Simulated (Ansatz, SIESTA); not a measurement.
## One calculation of TiAl3, 3 ways

```xyz
4
Lattice="-1.9111 1.9111 4.2807 1.9111 -1.9111 4.2807 1.9111 1.9111 -4.2807" Properties=species:S:1:pos:R:3 pbc="T T T"
Ti    0.0000    0.0000    0.0000
Al    1.9111    0.0000    2.1403
Al    0.0000    1.9111    2.1403
Al    0.0000    0.0000    4.2807
```

The cell comes from a database or a generator and needn't be the stable form of this composition.

Alike in all runs: task band structure; functional PBE; k mesh 10 × 10 × 10; occupations fermi-dirac, width 0.05 eV; no spin polarisation; no spin-orbit coupling. Pressure is positive in compression and, in plane waves, holds the error of the finite cutoff, which Ansatz's Pulay term estimates and takes out.

| program and potentials | plane-wave cutoff (eV) | notes | pressure (GPa) |
| --- | --- | --- | --- |
| Ansatz, Ansatz PAW | 420 | Pulay term of +0.06 GPa included | 2.10 |
| Ansatz, all-electron LAPW, scalar-relativistic | - | - | ? |
| SIESTA, files PseudoDojo sr-pbe-0.4.1-standard, DZP (energy shift 0.003 Ry; two zetas on semicore shells) | - | atomic basis | 2.50 |

Question: Estimate from the other rows what the run with Ansatz, all-electron LAPW, scalar-relativistic gave.

Answer: Pressure 2.06 GPa. The other rows, which needn't bracket it: pressure 2.10 to 2.50.
